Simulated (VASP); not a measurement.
# Ti3B (I4/mmm) in VASP: further runs

The runs below take Ti3B through single point, with PBE.

Program: VASP 6.6.1. These are calculated values, not measurements. Logs are shortened: lines on timing, memory, paths and dates and some standing lists are left out, and cuts for length are marked.

## (1) The structure

The structure is tetragonal, space group I4/mmm (No. 139). The conventional cell has a = 3.784 Å, b = 3.784 Å, c = 8.083 Å, α = 90.00°, β = 90.00°, γ = 90.00°. Ti (site symmetry -4m2) has 8 Ti at 2.68 to 2.77 Å and 4 B at 2.77 Å as nearest neighbours. Ti (site symmetry 4/mmm) is surrounded by 4 B at 2.68 Å and 8 Ti at 2.77 Å. B (site symmetry 4/mmm) has 12 Ti at 2.68 to 2.77 Å as nearest neighbours.

The cell comes from a database or a generator and needn't be the stable form of this composition.

## (2) Single point, PBE

Contents of INCAR:

```
ALGO = Fast ; EDIFF = 1E-6
ENCUT = 520 ; GGA = PE
ISIF = 2 ; ISMEAR = 0
LASPH = T ; LCHARG = F
LREAL = F ; LWAVE = F
NBANDS = 28 ; NELM = 100
PREC = Accurate ; SIGMA = 0.1
```

Contents of KPOINTS:

```
k-points
0
Gamma
  6 6 6
```

Contents of POSCAR:

```
Ti3B
1.0
   -1.8917714019      1.8917714019      4.0415716984
    1.8917714019     -1.8917714019      4.0415716984
    1.8917714019      1.8917714019     -4.0415716984
Ti B
3 1
Direct
    0.7500000000      0.2500000000      0.5000000000
    0.2500000000      0.7500000000      0.5000000000
    0.5000000000      0.5000000000      0.0000000000
    0.0000000000      0.0000000000      0.0000000000
```

Potentials or basis: VASP PAW PBE potentials, release 64 (Ti_sv, B).

On the command line:

```sh
cat potpaw_PBE.64/Ti_sv/POTCAR potpaw_PBE.64/B/POTCAR > POTCAR
mpirun -np 1 vasp_std > vasp.out
```

OUTCAR:

```text
EDIFF = 1E-6
   ENCUT = 520
   GGA = PE
   ISIF = 2
   ISMEAR = 0
   LASPH = T
   LREAL = F
   NELM = 100
   PREC = Accurate

 ion  position               nearest neighbor table
   1  0.750  0.250  0.500-   2 2.68   2 2.68   2 2.68   2 2.68   3 2.77   3 2.77   3 2.77   3 2.77

   2  0.250  0.750  0.500-   1 2.68   1 2.68   1 2.68   1 2.68   3 2.77   3 2.77   3 2.77   3 2.77

   3  0.500  0.500  0.000-   2 2.77   1 2.77   1 2.77   2 2.77   1 2.77   2 2.77   2 2.77   1 2.77

   4  0.000  0.000  0.000-

  LATTYP: Found a body centered tetragonal cell.
 ALAT       =     3.7835428038
 C/A-ratio  =     2.1363953881

  Lattice vectors:

 A1 = (  -1.8917714019,   1.8917714019,   4.0415716984)
 A2 = (   1.8917714019,  -1.8917714019,   4.0415716984)
 A3 = (   1.8917714019,   1.8917714019,  -4.0415716984)

Analysis of symmetry for initial positions (statically):
=====================================================================
 Subroutine PRICEL returns:
 Original cell was already a primitive cell.

 Routine SETGRP: Setting up the symmetry group for a
 body centered tetragonal supercell.

 Subroutine GETGRP returns: Found 16 space group operations
 (whereof 16 operations were pure point group operations)
 out of a pool of 16 trial point group operations.

The static configuration has the point symmetry D_4h.

Analysis of symmetry for dynamics (positions and initial velocities):
=====================================================================
 Subroutine PRICEL returns:
 Original cell was already a primitive cell.

 Routine SETGRP: Setting up the symmetry group for a
 body centered tetragonal supercell.

 Subroutine GETGRP returns: Found 16 space group operations
 (whereof 16 operations were pure point group operations)
 out of a pool of 16 trial point group operations.

The dynamic configuration has the point symmetry D_4h.

 Subroutine INISYM returns: Found 16 space group operations
 (whereof 16 operations are pure point group operations),
 and found     1 'primitive' translations

----------------------------------------------------------------------------------------

                                     Primitive cell

  volume of cell :      57.8559

  direct lattice vectors                    reciprocal lattice vectors
    -1.891771402  1.891771402  4.041571698     0.000000000  0.264302547  0.123714247
     1.891771402 -1.891771402  4.041571698     0.264302547  0.000000000  0.123714247
     1.891771402  1.891771402 -4.041571698     0.264302547  0.264302547  0.000000000

  length of vectors
     4.846844321  4.846844321  4.846844321     0.291823665  0.291823665  0.373780247

  position of ions in fractional coordinates (direct lattice)
     0.750000000  0.250000000  0.500000000
     0.250000000  0.750000000  0.500000000
     0.500000000  0.500000000  0.000000000
     0.000000000  0.000000000  0.000000000

  ion indices of the primitive-cell ions
   primitive index   ion index
                 1           1
                 2           2
                 3           3
                 4           4

----------------------------------------------------------------------------------------

 KPOINTS: k-points

Automatic generation of k-mesh.
 Grid dimensions read from file:
 generate k-points for:    6    6    6

 Generating k-lattice:

  Cartesian coordinates                     Fractional coordinates (reciprocal lattice)
     0.000000000  0.044050425  0.020619041     0.166666667  0.000000000  0.000000000
     0.044050425  0.000000000  0.020619041     0.000000000  0.166666667  0.000000000
     0.044050425  0.044050425  0.000000000     0.000000000  0.000000000  0.166666667

  Length of vectors
     0.048637277  0.048637277  0.062296708

  Shift w.r.t. Gamma in fractional coordinates (k-lattice)
     0.000000000  0.000000000  0.000000000

 Subroutine IBZKPT returns following result:
 ===========================================

 Found     30 irreducible k-points:

 Following reciprocal coordinates:
            Coordinates               Weight
  0.000000  0.000000  0.000000      1.000000
  0.166667  0.000000  0.000000      8.000000
  0.333333  0.000000 -0.000000      8.000000
  0.500000  0.000000  0.000000      4.000000
  0.166667  0.166667  0.000000      8.000000
  0.333333  0.166667  0.000000     16.000000
[... 16 lines left out ...]
 -0.333333 -0.333333  0.166667      8.000000
 -0.166667 -0.333333  0.166667      8.000000
 [... further k-points ...]
   k-points           NKPTS =     30   k-points in BZ     NKDIM =     30   number of bands    NBANDS=     28
   number of dos      NEDOS =    301   number of ions     NIONS =      4
   total plane-waves  NPLWV =  46656
   dimension x,y,z NGX =    36 NGY =   36 NGZ =   36
   dimension x,y,z NGXF=    72 NGYF=   72 NGZF=   72
   ions per type =               3   1
   NGX,Y,Z   is equivalent  to a cutoff of  12.35, 12.35, 12.35 a.u.
   NGXF,Y,Z  is equivalent  to a cutoff of  24.70, 24.70, 24.70 a.u.
 SYSTEM =  unknown system
   PREC   = accura    normal or accurate (medium, high low for compatibility)
   ISTART =      0    job   : 0-new  1-cont  2-samecut
   ICHARG =      2    charge: 1-file 2-atom 10-const
   ISPIN  =      1    spin polarized calculation?
   LNONCOLLINEAR =      F non collinear calculations
   LSORBIT =      F    spin-orbit coupling
   LASPH  =      T    aspherical Exc in radial PAW
   ENCUT  =  520.0 eV  38.22 Ry    6.18 a.u.   9.01  9.01  9.01*2*pi/ulx,y,z
   NELM   =    100;   NELMIN=  2; NELMDL= -5     # of ELM steps
   EDIFF  = 0.1E-05   stopping-criterion for ELM
   LREAL  =      F    real-space projection
   EDIFFG = 0.1E-04   stopping-criterion for IOM
   NSW    =      0    number of steps for IOM
   IBRION =     -1    ionic relax: 0-MD 1-quasi-New 2-CG
   NFREE  =      0    steps in history (QN), initial steepest desc. (CG)
   ISIF   =      2    stress and relaxation
   ISYM   =      2    0-nonsym 1-usesym 2-fastsym
   POTIM  = 0.5000    time-step for ionic-motion
   TEBEG  =    0.0;   TEEND  =   0.0 temperature during run
   PSTRESS=    0.0 pullay stress
   NELECT =      39.0000    total number of electrons
   NUPDOWN=      -1.0000    fix difference up-down
   EMIN   =  10.00;   EMAX   =-10.00  energy-range for DOS
   EFERMI =   0.00;   METHOD = LEGACY
   ISMEAR =     0;   SIGMA  =   0.10  broadening in eV -4-tet -1-fermi 0-gaus
   EFERMI_NEDOS =   21; number of points for ismear=-14 and -15
   IALGO  =     68    algorithm
   IMIX   =      4    mixing-type and parameters
     AMIX     =   0.40;   BMIX     =  1.00
     AMIX_MAG =   1.60;   BMIX_MAG =  1.00
  volume/ion in A,a.u.               =      14.46        97.61
  Fermi-wavevector in a.u.,A,eV,Ry     =   1.435425  2.712560 28.034055  2.060445
  Thomas-Fermi vector in A             =   2.554725
   LORBIT       =      0    0 simple, 1 ext, 2 COOP (PROOUT), +10 PAW based schemes
   GGA     = PE    functional components
   LHFCALC =     F    Hartree Fock is set to
   AEXX    =    0.0000 exact exchange contribution
   IVDW    =     0    specifies the selected vdW correction
   LEPSILON=     F    determine dielectric tensor
   LRPA    =     F    only Hartree local field effects (RPA)
 non-spin polarized calculation
 RMM-DIIS sequential band-by-band and
 Gauss-broadening in eV      SIGMA  =   0.10
  energy-cutoff  :      520.00
  volume of cell :       57.86
 maximum number of plane-waves:      1572
   NGX = 17   NGY = 17   NGZ = 17

 number of electron      38.9999995 magnetization

 Free energy of the ion-electron system (eV)
  ---------------------------------------------------
  ext. energy  EPLUGINS =         0.00000000
  ---------------------------------------------------
  free energy    TOTEN  =       -30.02630390 eV

  energy without entropy =      -30.00345040  energy(sigma->0) =      -30.01487715

 E-fermi :   8.2163     XC(G=0): -11.7041

 val. band max:        8.1963566291   @ k =   0.3333   0.1667   0.1667
 cond. band min:       8.2732491805   @ k =   0.5000   0.3333  -0.0000
 fundamental gap:      0.0768925514
 Fermi energy:         8.2163063074

 k-point     1 :       0.0000    0.0000    0.0000
  band No.  band energies     occupation
      1     -48.4472      2.00000
      2     -48.2422      2.00000
      3     -48.1211      2.00000
      4     -24.9705      2.00000
      5     -24.7862      2.00000
      6     -24.7862      2.00000
[... 20 lines left out ...]
     27      12.2478      0.00000
     28      12.2662      0.00000

 k-point     2 :       0.1667    0.0000    0.0000
  band No.  band energies     occupation
      1     -48.4320      2.00000
      2     -48.2435      2.00000
      3     -48.1348      2.00000
      4     -24.9514      2.00000
      5     -24.7985      2.00000
      6     -24.7816      2.00000
[... 20 lines left out ...]
     27      11.4293      0.00000
     28      11.8785      0.00000

 k-point     3 :       0.3333    0.0000   -0.0000
  band No.  band energies     occupation
      1     -48.3976      2.00000
      2     -48.2407      2.00000
      3     -48.1714      2.00000
      4     -24.9057      2.00000
      5     -24.8234      2.00000
      6     -24.7740      2.00000
[... 20 lines left out ...]
     27      11.1450      0.00000
     28      11.9625      0.00000

 k-point     4 :       0.5000    0.0000    0.0000
  band No.  band energies     occupation
      1     -48.3778      2.00000
      2     -48.2244      2.00000
      3     -48.2072      2.00000
      4     -24.9137      2.00000
      5     -24.7704      2.00000
      6     -24.7515      2.00000
[... 578 lines left out ...]
     27      10.9953      0.00000
     28      12.2181      0.00000

 k-point    23 :      -0.3333   -0.3333    0.1667
  band No.  band energies     occupation
      1     -48.3849      2.00000
      2     -48.2787      2.00000
      3     -48.1470      2.00000
      4     -24.9403      2.00000
      5     -24.8284      2.00000
      6     -24.8259      2.00000
[... 20 lines left out ...]
     27      11.4778      0.00000
     28      11.9470      0.00000

 k-point    24 :      -0.1667   -0.3333    0.1667
  band No.  band energies     occupation
      1     -48.4089      2.00000
      2     -48.2671      2.00000
      3     -48.1349      2.00000
      4     -24.8825      2.00000
      5     -24.8642      2.00000
      6     -24.8618      2.00000
[... 20 lines left out ...]
     27      11.4925      0.00000
     28      12.7909      0.00000

 [... further k-points ...]
[... 5 lines left out ...]
  --------------------------------------------------------------------------------------
  -------------------------------------------------------------------------------------
  Total       -3.2836593     -3.2836593     -1.0926881      0.0000000     -0.0000000      0.0000000
  in kB      -90.9329086    -90.9329086    -30.2593216      0.0000000     -0.0000000      0.0000000
  external PRESSURE =     -70.7083796 kB  Pullay stress =       0.0000000 kB

 VOLUME and BASIS-vectors are now :
 -----------------------------------------------------------------------------
  energy-cutoff  :      520.00
  volume of cell :       57.86
      direct lattice vectors                 reciprocal lattice vectors
    -1.891771402  1.891771402  4.041571698     0.000000000  0.264302547  0.123714247
     1.891771402 -1.891771402  4.041571698     0.264302547  0.000000000  0.123714247
     1.891771402  1.891771402 -4.041571698     0.264302547  0.264302547  0.000000000

 POSITION                                       TOTAL-FORCE (eV/Angst)
 -----------------------------------------------------------------------------------
     -0.00000      1.89177      2.02079         0.000000      0.000000     -0.000000
      1.89177     -0.00000      2.02079         0.000000     -0.000000      0.000000
      0.00000      0.00000      4.04157        -0.000000     -0.000000     -0.000000
      0.00000      0.00000      0.00000        -0.000000     -0.000000     -0.000000
 -----------------------------------------------------------------------------------
    total drift:                               -0.000000      0.000000     -0.000000

  FREE ENERGIE OF THE ION-ELECTRON SYSTEM (eV)
  ---------------------------------------------------
  free  energy   TOTEN  =       -30.0263039027 eV

  energy  without entropy=      -30.0034503979  energy(sigma->0) =      -30.01487715
```

Wall time 84 s (1 thread of Intel Xeon Platinum 8559C (Emerald Rapids), shared host); peak memory 0.22 GiB.

Results:

```yaml
Free_energy: -30.0263 eV
Pressure: -7.1 GPa
Band_gap_on_the_k_mesh: none (metal or under the smearing width)
```

Stress tensor (GPa, compression positive):
```
-9.09  0.00  0.00
 0.00 -9.09  0.00
 0.00  0.00 -3.03
```

Levels at points of the mesh, in eV from the Fermi level:
```csv
k point,band 16,band 17,band 18,band 19,band 20,band 21,band 22,band 23
"(0.00, 0.00, 0.00)",-1.51,-1.51,-1.26,-0.21,0.41,0.41,0.53,1.92
"(0.50, 0.00, 0.00)",-1.81,-1.32,-0.66,-0.44,0.82,0.83,0.87,1.20
"(0.50, 0.50, 0.00)",-1.85,-1.62,-1.58,-0.29,0.30,0.49,0.65,1.39
"(0.50, 0.50, 0.50)",-1.51,-1.28,-1.28,-0.89,0.38,0.38,0.44,1.35
```

Caveat: the k mesh is coarse (spacing up to 0.39 Å⁻¹), so the values aren't converged.

[end of part 1 of 2]
